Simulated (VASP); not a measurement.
Write the native input for VASP 6.6.1 that does the following.

```yaml
Task: relaxation of cell and atoms
Functional: PBE
Dispersion: D3(BJ)
Potentials_or_basis: VASP PAW PBE potentials, release 64 (Zr_sv, Se)
Cutoff: 600 eV
k_mesh: 9 × 9 × 6
Occupations: gaussian, width 0.02 eV
Spin: no spin polarisation
Further_INCAR_settings: ALGO = Fast; EDIFF = 1e-07; IBRION = 2; EDIFFG = -0.004; NSW = 80; ISIF = 3
```

The structure of ZrSe2 lies in POSCAR:

```
ZrSe2
1.0
    3.7980000000      0.0000000000      0.0000000000
   -1.8990000000      3.2891644800      0.0000000000
    0.0000000000      0.0000000000      6.1920000000
Zr Se
1 2
Direct
    0.0000000000      0.0000000000      0.0000000000
    0.3333333300      0.6666666700      0.2500000000
    0.6666666700      0.3333333300      0.7500000000
```

One way to write it, as run:

INCAR

```
SYSTEM = ZrSe2
  ALGO = Fast
  EDIFF = 1E-7
  EDIFFG = -0.004
  ENCUT = 600
  GGA = PE
  IBRION = 2
  ISIF = 3
  ISMEAR = 0
  IVDW = 12
  LASPH = .True.
  LCHARG = .False.
  LREAL = .False.
  LWAVE = .False.
  NELM = 80
  NSW = 80
  PREC = Accurate
  SIGMA = 0.02
```

KPOINTS

```
k-points
0
Gamma
  9 9 6
  0 0 0
```

Potentials or basis: VASP PAW PBE potentials, release 64 (Zr_sv, Se).

Launch:

```sh
$ cat potpaw_PBE.64/Zr_sv/POTCAR potpaw_PBE.64/Se/POTCAR > POTCAR
$ mpirun -np 1 vasp_std > vasp.out
```

It gave:

```yaml
Relaxed_volume: 24.37 Å³/atom
Relaxed_cell: a = 3.740 Å, b = 3.740 Å, c = 6.037 Å, α = 90.00°, β = 90.00°, γ = 120.00°
Space_group_after_relaxing_to_0.05_Å: P-3m1 (No. 164)
Energy_gained_by_relaxing: 11.2 meV/atom
Ionic_steps: 15
Pressure_after_relaxing: 0.0 GPa
Largest_force_after_relaxing: 0.004 eV/Å
Band_gap_on_the_k_mesh: 0.07 eV, indirect (least direct gap 0.94 eV)
Dispersion_energy_per_atom: -0.405 eV
```

Caveat: an odd mesh through Γ misses points on the zone boundary, where band edges often lie.

It took 13 min on 1 thread of Intel(R) Xeon(R) Platinum 8488C (Sapphire Rapids), with other jobs on the host, peak memory 0.3 GiB.
